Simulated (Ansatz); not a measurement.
**How settings move the G0W0 gap of GaN (Fm-3m)**

A 2-atom cell of GaN started from a crystallographic database, relaxed with r2SCAN; one-shot G0W0 in Ansatz without spin-orbit coupling. Calculated for a static, non-magnetic cell.

```
CELL_PARAMETERS angstrom
0.00000 2.10852 2.10852
2.10852 0.00000 2.10852
2.10852 2.10852 0.00000
ATOMIC_POSITIONS crystal
Ga 0.50000 0.50000 0.50000
N 0.00000 0.00000 0.00000
```

Gaps are read over the mesh points alone. G0W0 here is at a finite number of bands, screening cutoff and k mesh, not at the basis limit.
```json
{"start": "PBE", "potentials": "PAW", "frequency model": "contour deformation", "mesh": "6×6×6", "empty bands": "42", "screening cutoff (eV)": "100", "Kohn-Sham gap (eV)": "0.63", "G0W0 gap (eV)": "1.44"}
{"start": "PBE", "potentials": "PAW", "frequency model": "contour deformation", "mesh": "6×6×6", "empty bands": "102", "screening cutoff (eV)": "180", "Kohn-Sham gap (eV)": "0.63", "G0W0 gap (eV)": "1.45"}
{"start": "PBE", "potentials": "PAW", "frequency model": "contour deformation", "mesh": "6×6×6", "empty bands": "199", "screening cutoff (eV)": "260", "Kohn-Sham gap (eV)": "0.63", "G0W0 gap (eV)": "1.34"}
{"start": "HSE06", "potentials": "PAW", "frequency model": "contour deformation", "mesh": "6×6×6", "empty bands": "102", "screening cutoff (eV)": "180", "Kohn-Sham gap (eV)": "1.90", "G0W0 gap (eV)": "2.05"}
{"start": "r2SCAN", "potentials": "PAW", "frequency model": "contour deformation", "mesh": "6×6×6", "empty bands": "102", "screening cutoff (eV)": "180", "Kohn-Sham gap (eV)": "1.15", "G0W0 gap (eV)": "1.70"}
{"start": "PBE0", "potentials": "PAW", "frequency model": "contour deformation", "mesh": "6×6×6", "empty bands": "102", "screening cutoff (eV)": "180", "Kohn-Sham gap (eV)": "2.60", "G0W0 gap (eV)": "2.20"}
{"start": "PBE", "potentials": "PAW", "frequency model": "Godby-Needs pole", "mesh": "6×6×6", "empty bands": "102", "screening cutoff (eV)": "180", "Kohn-Sham gap (eV)": "0.63", "G0W0 gap (eV)": "1.42"}
{"start": "PBE", "potentials": "PAW", "frequency model": "contour deformation", "mesh": "10×10×10", "empty bands": "30", "screening cutoff (eV)": "80", "Kohn-Sham gap (eV)": "0.67", "G0W0 gap (eV)": "1.53"}
{"start": "PBE", "potentials": "norm-conserving", "frequency model": "contour deformation", "mesh": "6×6×6", "empty bands": "102", "screening cutoff (eV)": "180", "Kohn-Sham gap (eV)": "0.61", "G0W0 gap (eV)": "1.49"}
```

Over the mesh points the PBE gap of 0.63 eV becomes a quasiparticle gap of 1.34 eV (Γ–K (0.44 of the way from Γ) to X), a change of +0.71 eV. Renormalisation factors Z lie between 0.74 and 0.82.

Raising bands and cutoff together moves the gap by +0.01 eV (100 to 180 eV), then -0.11 eV (180 to 260 eV); the last step is still large, so the basis limit isn't reached. Starting from HSE06 (1.90 eV against PBE's 0.63 eV) gives 2.05 eV, +0.60 eV from G0W0@PBE at the same screening cutoff. Starting from r2SCAN (1.15 eV against PBE's 0.63 eV) gives 1.70 eV, +0.25 eV from G0W0@PBE at the same screening cutoff. Starting from PBE0 (2.60 eV against PBE's 0.63 eV) gives 2.20 eV, +0.75 eV from G0W0@PBE at the same screening cutoff. The Godby-Needs plasmon pole differs from contour deformation by -0.03 eV. Norm-conserving potentials (wave cutoff 1240 eV against 420 eV) shift the quasiparticle gap by +0.04 eV and the PBE gap by -0.02 eV. r2SCAN runs take a wave cutoff of 500 eV.

With a shallow d shell on the cation, G0W0 converges slowly in bands and cutoff, so these values are in doubt.
